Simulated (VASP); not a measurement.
Bi: relaxation of cell and atoms with PBE

Crystal: Bi.

```
Bi
1.0
     4.74619    0.00000    0.00000
    -2.37310    4.11032    0.00000
     0.00000    0.00000    5.38471
Bi
3
Direct
  0.22540 0.00000 0.33333
  0.00000 0.22540 0.66667
  0.77460 0.77460 0.00000
```

The cell was built by a generator and needn't be a form met in nature.

```json
{
  "Program": "VASP 6.6.1",
  "Task": "relaxation of cell and atoms",
  "Functional": "PBE",
  "Potentials or basis": "VASP PAW PBE potentials, release 64 (Bi_d)",
  "Cutoff": "600 eV",
  "k mesh": "6 × 6 × 4",
  "Occupations": "gaussian, width 0.1 eV",
  "Spin": "no spin polarisation",
  "Dipole correction": "no",
  "Further INCAR settings": "ALGO = Fast; EDIFF = 1e-06; IBRION = 2; EDIFFG = -0.04; NSW = 90; ISIF = 3"
}
```

The relaxed volume is 35.13 Å³/atom and the relaxed cell is a = 4.598 Å, b = 4.598 Å, c = 5.756 Å, α = 90.00°, β = 90.00°, γ = 120.00°. The space group after relaxing (to 0.05 Å) is R-3m (No. 166). The energy gained by relaxing is 1139.8 meV/atom, the ionic steps are 24 and the pressure after relaxing is 0.0 GPa. The band gap on the k mesh is none (metal or under the smearing width).

Stress tensor (GPa, compression positive):
```
 0.08  0.00  0.00
 0.00  0.08  0.00
 0.00  0.00 -0.05
```

The path:
```tsv
step	energy change (eV)	largest force (eV/Å)	pressure (GPa)	volume (Å³)
1	0.0000	5.8121	17.94	105.05
2	-0.9942	0.2799	-6.41	175.92
3	-2.2993	0.7953	-2.69	135.54
4	-2.3067	0.8924	-2.34	134.04
5	-2.3081	1.0051	-1.87	132.39
6	-2.5455	1.1338	-1.56	125.08
7	-3.1163	1.2229	2.09	104.69
8	0.2766	1.2758	47.47	70.52
9	-2.9586	1.5827	4.08	101.95
10	-2.7041	0.9796	13.42	88.04
11	-2.9576	1.5423	5.71	98.43
12	-3.0436	1.3054	5.71	97.87
13	-3.1988	0.6466	5.62	96.19
14	-3.0927	0.3906	7.99	92.83
15	-3.2186	0.2802	6.12	95.10
16	-3.3142	0.2421	3.96	98.12
17	-3.3995	0.1782	0.40	104.49
18	-3.4010	0.1688	0.04	105.39
19	-3.4010	0.1685	-0.08	105.62
20	-3.4031	0.1555	-0.08	105.61
21	-3.4084	0.1179	-0.06	105.58
22	-3.4156	0.0584	0.00	105.51
23	-3.4186	0.0529	0.07	105.31
24	-3.4193	0.0014	0.04	105.39
```

Final structure:
```
Bi
1.0
     4.59809    0.00000    0.00000
    -2.29904    3.98206    0.00000
     0.00000    0.00000    5.75576
Bi
3
Cartesian
  1.5336 0.0000 1.9186
  3.8313 1.3282 3.8372
  1.5322 2.6539 0.0000
```

Levels at points of the mesh, in eV from the Fermi level:
| k point | band 18 | band 19 | band 20 | band 21 | band 22 | band 23 | band 24 | band 25 | band 26 | band 27 |
| --- | --- | --- | --- | --- | --- | --- | --- | --- | --- | --- |
| (0.00, 0.00, 0.00) | -9.40 | -0.74 | -0.74 | -0.71 | -0.71 | -0.71 | -0.70 | 3.14 | 3.14 | 3.23 |
| (0.50, 0.00, 0.00) | -9.30 | -3.01 | -2.87 | -2.60 | -2.60 | 1.71 | 1.71 | 1.85 | 1.85 | 2.87 |
| (0.00, 0.00, 0.50) | -7.49 | -1.39 | -1.17 | -1.17 | 0.76 | 0.76 | 1.06 | 1.06 | 1.06 | 1.06 |
| (0.50, 0.00, 0.50) | -10.20 | -4.75 | -1.67 | -1.67 | -1.59 | -1.59 | 2.55 | 2.55 | 4.94 | 5.00 |

It took 22 min on 1 thread of AMD EPYC 9R45 (Zen 5), with other jobs on the host, peak memory 0.28 GiB.

Caveat: spin-orbit coupling is left out, which moves the levels of the heavy elements.
